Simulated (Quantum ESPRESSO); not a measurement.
# ZnS (F-43m) in Quantum ESPRESSO: single point with PBE

Aim: the single point of ZnS with PBE.

All numbers are computed with Quantum ESPRESSO 7.5; they aren't measurements. Logs are shortened: lines on timing, memory, paths and dates and some standing lists are left out, and cuts for length are marked.

**Measured values to compare with.**

“Electronic, vibrational, and thermodynamic properties of ZnS (zincblende and rocksalt structure)”, 2009, arxiv:0911.5022 quotes, for a bulk crystal of ZnS at 19 K: band gap 3.85 eV (direct).

The runs below are set against these values where they give the same quantity.

**1. The structure**

It takes space group F-43m (No. 216, cubic). The conventional cell has a = 5.404 Å, b = 5.404 Å, c = 5.404 Å, α = 90.00°, β = 90.00°, γ = 90.00°. Zn (site symmetry -43m) has 4 S at 2.34 Å as nearest neighbours. S (site symmetry -43m) has 4 Zn at 2.34 Å as nearest neighbours.

**2. Single point, PBE**

File run.py:

```python
import numpy as np
from ase.calculators.espresso import Espresso, EspressoProfile
from ase.io import read

atoms = read('ZnS.xyz')

input_data = {
    'control': {'calculation': 'scf', 'prefix': 'pwscf', 'outdir': './tmp', 'tprnfor': True, 'tstress': True, 'disk_io': 'nowf'},
    'system': {'ecutwfc': 55.0, 'ecutrho': 440.0, 'nbnd': 20, 'occupations': 'smearing', 'smearing': 'fd', 'degauss': 0.00367493},
    'electrons': {'conv_thr': 4e-10, 'electron_maxstep': 120, 'mixing_beta': 0.5},
}
pseudopotentials = {'S': 's_pbe_v1.4.uspp.F.UPF', 'Zn': 'Zn_pbe_v1.uspp.F.UPF'}
profile = EspressoProfile(command='pw.x', pseudo_dir='pseudo')
dft = Espresso(profile=profile, input_data=input_data, pseudopotentials=pseudopotentials, kpts=(9, 9, 9), koffset=(0, 0, 0))
atoms.calc = dft

print(f'energy {atoms.get_potential_energy():.8f} eV')
print('forces (eV/A)')
print(np.round(atoms.get_forces(), 6))
print('stress (eV/A^3, Voigt)')
print(np.round(atoms.get_stress(), 8))
print(f'Fermi level {dft.get_fermi_level():.4f} eV')
```

File ZnS.xyz:

```xyz
2
Lattice="0.0000000000 2.7020000000 2.7020000000 2.7020000000 0.0000000000 2.7020000000 2.7020000000 2.7020000000 0.0000000000" Properties=species:S:1:pos:R:3 pbc="T T T"
Zn     4.0530000000      4.0530000000      4.0530000000
S      0.0000000000      0.0000000000      0.0000000000
```

Potentials or basis: SSSP 1.3 efficiency PBE.

Started as:

```
OMP_NUM_THREADS=1 python run.py
```

Log:

```text
energy -6609.26805729 eV
forces (eV/A)
[[ 0.  0.  0.]
 [-0.  0.  0.]]
stress (eV/A^3, Voigt)
[-0.01039997 -0.01039997 -0.01039997 -0.         -0.         -0.        ]
Fermi level 7.9527 eV
```

espresso.pwi:

```text
&CONTROL
   calculation      = 'scf'
   tstress          = .true.
   tprnfor          = .true.
   outdir           = './tmp'
   prefix           = 'pwscf'
   disk_io          = 'nowf'
   pseudo_dir       = 'pseudo'
/
&SYSTEM
   nbnd             = 20
   ecutwfc          = 55.0
   ecutrho          = 440.0
   occupations      = 'smearing'
   degauss          = 0.00367493
   smearing         = 'fd'
   ntyp             = 2
   nat              = 2
   ibrav            = 0
/
&ELECTRONS
   electron_maxstep = 120
   conv_thr         = 4e-10
   mixing_beta      = 0.5
/
&IONS
/
&CELL
/
&FCP
/
&RISM
/
ATOMIC_SPECIES
Zn 65.38 Zn_pbe_v1.uspp.F.UPF
S 32.06 s_pbe_v1.4.uspp.F.UPF

K_POINTS automatic
9 9 9  0 0 0

CELL_PARAMETERS angstrom
0.00000000000000 2.70200000000000 2.70200000000000
2.70200000000000 0.00000000000000 2.70200000000000
2.70200000000000 2.70200000000000 0.00000000000000

ATOMIC_POSITIONS angstrom
Zn 4.0530000000 4.0530000000 4.0530000000  
S 0.0000000000 0.0000000000 0.0000000000
```

espresso.pwo:

```text
This program is part of the open-source Quantum ESPRESSO suite
     for quantum simulation of materials; please cite
         "P. Giannozzi et al., J. Phys.:Condens. Matter 21 395502 (2009);
         "P. Giannozzi et al., J. Phys.:Condens. Matter 29 465901 (2017);
         "P. Giannozzi et al., J. Chem. Phys. 152 154105 (2020);
     in publications or presentations arising from this work. More details at

Warning: card &CELL ignored
Warning: card &FCP ignored
Warning: card &RISM ignored

     Message from routine setup:
     using ibrav=0 with symmetry is DISCOURAGED, use correct ibrav instead

     Subspace diagonalization in iterative solution of the eigenvalue problem:
     a serial algorithm will be used

     G-vector sticks info
     --------------------
     sticks:   dense  smooth     PW     G-vecs:    dense   smooth      PW
     Sum        1573     793    241                41391    14649    2445

     Using Slab Decomposition

     bravais-lattice index     =            0
     lattice parameter (alat)  =       7.2210  a.u.
     unit-cell volume          =     266.2457 (a.u.)^3
     number of atoms/cell      =            2
     number of atomic types    =            2
     number of electrons       =        26.00
     number of Kohn-Sham states=           20
     kinetic-energy cutoff     =      55.0000  Ry
     charge density cutoff     =     440.0000  Ry
     scf convergence threshold =      4.0E-10
     mixing beta               =       0.5000
     number of iterations used =            8  plain     mixing
     Exchange-correlation=  SLA  PW   PBX  PBC
                           (   1   4   3   4   0   0   0)

     celldm(1)=   7.221031  celldm(2)=   0.000000  celldm(3)=   0.000000
     celldm(4)=   0.000000  celldm(5)=   0.000000  celldm(6)=   0.000000

     crystal axes: (cart. coord. in units of alat)
               a(1) = (   0.000000   0.707107   0.707107 )
               a(2) = (   0.707107   0.000000   0.707107 )
               a(3) = (   0.707107   0.707107   0.000000 )

     reciprocal axes: (cart. coord. in units 2 pi/alat)
               b(1) = ( -0.707107  0.707107  0.707107 )
               b(2) = (  0.707107 -0.707107  0.707107 )
               b(3) = (  0.707107  0.707107 -0.707107 )

     PseudoPot. # 1 for Zn read from file:
     Zn_pbe_v1.uspp.F.UPF
     Pseudo is Ultrasoft, Zval = 20.0
     Generated by new atomic code, or converted to UPF format
     Using radial grid of  943 points,  6 beta functions with:
                l(1) =   0
                l(2) =   0
                l(3) =   1
                l(4) =   1
                l(5) =   2
                l(6) =   2
     Q(r) pseudized with  8 coefficients,  rinner =    1.100   1.100   1.100
                                                       1.100   1.100

     PseudoPot. # 2 for S  read from file:
     s_pbe_v1.4.uspp.F.UPF
     Pseudo is Ultrasoft + core correction, Zval =  6.0
     Generated by new atomic code, or converted to UPF format
     Using radial grid of  907 points,  6 beta functions with:
                l(1) =   0
                l(2) =   0
                l(3) =   1
                l(4) =   1
                l(5) =   2
                l(6) =   2
     Q(r) pseudized with  8 coefficients,  rinner =    1.300   1.300   1.300
                                                       1.300   1.300

     atomic species   valence    mass     pseudopotential
     Zn               20.00    65.38000     Zn( 1.00)
     S                 6.00    32.06000     S ( 1.00)

     24 Sym. Ops. (no inversion) found

   Cartesian axes

     site n.     atom                  positions (alat units)
         1        Zn     tau(   1) = (   1.0606602   1.0606602   1.0606602  )
         2        S      tau(   2) = (   0.0000000   0.0000000   0.0000000  )

     number of k points=    35  Fermi-Dirac smearing, width (Ry)=  0.0037
                       cart. coord. in units 2pi/alat
        k(    1) = (   0.0000000   0.0000000   0.0000000), wk =   0.0027435
        k(    2) = (   0.0785674   0.0785674  -0.0785674), wk =   0.0219479
        k(    3) = (   0.1571348   0.1571348  -0.1571348), wk =   0.0219479
        k(    4) = (   0.2357023   0.2357023  -0.2357023), wk =   0.0219479
        k(    5) = (   0.3142697   0.3142697  -0.3142697), wk =   0.0219479
        k(    6) = (   0.1571348   0.0000000   0.0000000), wk =   0.0164609
[... 27 lines left out ...]
        k(   34) = (  -0.0000000  -0.4714045   0.6285394), wk =   0.0658436
        k(   35) = (  -0.0785674  -0.3928371   0.7071068), wk =   0.0658436

     Dense  grid:    41391 G-vectors     FFT dimensions: (  50,  50,  50)

     Smooth grid:    14649 G-vectors     FFT dimensions: (  36,  36,  36)

     Initial potential from superposition of free atoms

     starting charge      25.9998, renormalised to      26.0000
     Starting wfcs are   17 randomized atomic wfcs +    3 random wfcs

     Self-consistent Calculation

     iteration #  1     ecut=    55.00 Ry     beta= 0.50
     Davidson diagonalization with overlap
     ethr =  1.00E-02,  avg # of iterations =  5.0

     Threshold (ethr) on eigenvalues was too large:
     Diagonalizing with lowered threshold

     Davidson diagonalization with overlap
     ethr =  4.11E-04,  avg # of iterations =  1.5

     total energy              =    -485.74213981 Ry
     estimated scf accuracy    <       0.10480437 Ry

     iteration #  2     ecut=    55.00 Ry     beta= 0.50
     Davidson diagonalization with overlap
     ethr =  4.03E-04,  avg # of iterations =  2.0
[... 43 lines left out ...]
     total energy              =    -485.77228486 Ry
     estimated scf accuracy    <       0.00000001 Ry

     iteration #  9     ecut=    55.00 Ry     beta= 0.50
     Davidson diagonalization with overlap
     ethr =  4.35E-11,  avg # of iterations =  2.0

     End of self-consistent calculation

          k = 0.0000 0.0000 0.0000 (  1837 PWs)   bands (ev):

  -118.1317 -72.3011 -72.3011 -72.3011  -6.3973   0.4153   0.4153   0.4153
     0.9159   0.9159   6.7486   6.7486   6.7486   8.8538  13.1182  13.1182
    13.1182  18.3752  18.3752  18.6242

          k = 0.0786 0.0786-0.0786 (  1847 PWs)   bands (ev):

  -118.1317 -72.3011 -72.3011 -72.3011  -6.3042   0.4155   0.4322   0.4322
     0.9144   0.9144   5.8169   6.6299   6.6299   9.5594  13.0260  13.3237
    13.3237  17.8933  17.8933  19.3063
[... 91 lines left out ...]
          k =-0.0786-0.3928 0.3928 (  1824 PWs)   bands (ev):

  -118.1317 -72.3012 -72.3011 -72.3011  -5.3882   0.5380   0.5934   0.8206
     0.9143   1.0139   2.3123   4.2037   5.6517  11.4411  13.1921  14.7463
    14.8254  17.7332  18.9614  21.5204

          k = 0.0000-0.3143 0.3143 (  1849 PWs)   bands (ev):

  -118.1317 -72.3012 -72.3011 -72.3011  -5.6218   0.5326   0.5452   0.5940
     0.8960   0.9631   3.1432   4.5801   6.0390  11.4895  13.5072  13.6217
    14.3392  16.8042  20.2298  20.9202

          k = 0.4714 0.0000 0.0000 (  1832 PWs)   bands (ev):

  -118.1317 -72.3012 -72.3011 -72.3011  -5.5112   0.3673   0.6523   0.6523
     0.9050   0.9724   3.2719   5.0029   5.0029  10.6733  11.2266  16.1207
    16.5141  16.5141  19.5762  23.6242
[... 19 lines left out ...]
          k = 0.6285 0.0000 0.0000 (  1820 PWs)   bands (ev):

  -118.1317 -72.3012 -72.3011 -72.3011  -5.1994   0.3846   0.7451   0.7451
     0.9890   1.0713   2.3534   4.5826   4.5826  10.2150  10.8745  17.4433
    18.2487  18.2487  20.1079  21.5530

          k = 0.0000-0.6285 0.6285 (  1812 PWs)   bands (ev):

  -118.1317 -72.3012 -72.3011 -72.3011  -5.1540   0.4210   0.7461   0.7615
     0.9814   1.1736   2.1825   4.2181   4.6135  10.4216  11.2215  17.1254
    17.9089  18.4942  20.0870  21.1975

          k = 0.3143 0.1571 0.0000 (  1849 PWs)   bands (ev):

  -118.1317 -72.3012 -72.3011 -72.3011  -5.8498   0.4208   0.5289   0.5406
     0.8896   0.9466   3.9563   5.3179   6.0233  11.2506  12.1856  14.0425
    14.6745  16.4755  18.9386  21.5182
[... 25 lines left out ...]
          k =-0.0786-0.3928 0.5500 (  1829 PWs)   bands (ev):

  -118.1317 -72.3012 -72.3012 -72.3011  -5.2329   0.5418   0.6431   0.8609
     0.9118   1.2185   2.0869   3.8422   4.9731  11.7299  12.9764  14.5226
    16.1672  17.3460  19.5712  21.7880

          k = 0.0000-0.3143 0.4714 (  1832 PWs)   bands (ev):

  -118.1317 -72.3012 -72.3012 -72.3011  -5.3532   0.5510   0.5922   0.7858
     0.9258   1.0270   2.5136   3.9935   5.3267  11.9744  12.9485  13.6778
    16.0821  17.2619  19.4321  22.0073

          k =-0.0786-0.5500 0.7071 (  1829 PWs)   bands (ev):

  -118.1317 -72.3012 -72.3011 -72.3011  -5.1910   0.4509   0.7117   0.7632
     0.9697   1.1438   2.3086   4.2957   4.4550  10.9209  11.4839  15.9606
    17.4026  18.4223  20.5967  21.2484
[... 7 lines left out ...]
          k =-0.0786-0.3928 0.7071 (  1822 PWs)   bands (ev):

  -118.1317 -72.3012 -72.3011 -72.3011  -5.1733   0.5455   0.6775   0.8398
     0.9025   1.2637   2.1948   3.8540   4.3770  12.3223  12.6498  14.2324
    15.7472  18.5218  20.2928  21.5656

     the Fermi energy is     7.9527 ev

!    total energy              =    -485.77228486 Ry
     estimated scf accuracy    <          2.6E-10 Ry
     smearing contrib. (-TS)   =      -0.00000000 Ry
     internal energy E=F+TS    =    -485.77228486 Ry

     The total energy is F=E-TS. E is the sum of the following terms:
     one-electron contribution =    -454.74606004 Ry
     hartree contribution      =     234.27073794 Ry
     xc contribution           =     -50.70164996 Ry
     ewald contribution        =    -214.59531280 Ry

     convergence has been achieved in   9 iterations

     Forces acting on atoms (cartesian axes, Ry/au):

     atom    1 type  1   force =     0.00000000    0.00000000    0.00000000
     atom    2 type  2   force =    -0.00000000    0.00000000    0.00000000

     Total force =     0.000000     Total SCF correction =     0.000000

     Computing stress (Cartesian axis) and pressure

          total   stress  (Ry/bohr**3)                   (kbar)     P=       16.66
   0.00011327   0.00000000   0.00000000           16.66        0.00        0.00
   0.00000000   0.00011327   0.00000000            0.00       16.66        0.00
   0.00000000   0.00000000   0.00011327            0.00        0.00       16.66

=------------------------------------------------------------------------------=
   JOB DONE.
=------------------------------------------------------------------------------=
```

Wall time 29 s (1 thread of Intel Xeon Platinum 8488C (Sapphire Rapids), shared host); peak memory 0.22 GiB.

Results:

* Free energy: -6609.2686 eV
* Pressure: 1.7 GPa
* Band gap on the k mesh: 2.11 eV, direct

**3. Comparison with measurements**

Step 2. Measured gap of ZnS: 3.85 eV (direct; 19 K; quoted in “Electronic, vibrational, and thermodynamic properties of ZnS (zincblende and rocksalt structure)”, 2009, arxiv:0911.5022). This calculation gives 2.11 eV (-1.74 eV). The value is that of PBE, without temperature or zero-point motion. Semilocal functionals fall short of measured gaps as a rule.
